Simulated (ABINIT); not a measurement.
PbSe (Clausthalite): equation of state with PBE

PbSe (Clausthalite):

```xyz
2
Lattice="0.0000 3.0606 3.0606 3.0606 0.0000 3.0606 3.0606 3.0606 0.0000" Properties=species:S:1:pos:R:3 pbc="T T T"
Pb    0.0000    0.0000    0.0000
Se    3.0606    3.0606    3.0606
```

```
Program             : ABINIT 10.8.3 (patched build)
Task                : equation of state
Functional          : PBE
Potentials or basis : SPMS NC PBE v1.0
Cutoff              : 925 eV
k mesh              : 6 × 6 × 6
Occupations         : fermi-dirac, width 0.05 eV
Spin                : no spin polarisation
```

| Quantity | Value |
| --- | --- |
| Equilibrium volume | 29.97 Å³/atom |
| Bulk modulus | 47 GPa |
| Pressure derivative of the bulk modulus | 4.0 |

Energy against volume, from the lowest point:
```csv
volume (Å³/atom),energy (meV/atom)
26.951,53.35
27.524,33.79
28.097,19.08
28.671,8.81
29.244,2.58
29.818,0.00
30.391,0.72
```

Run time: 3.8 min on 1 thread of Arm Neoverse V1, on a shared host, peak memory 0.12 GiB.

The cell as given is a measured one (28.67 Å³/atom); PBE puts the equilibrium volume +4.5 % from it, thermal expansion not counted.

Caveat: pressures at fixed basis lie under the slope of the energies. The run has no spin-orbit coupling, so splittings on Pb are missing.
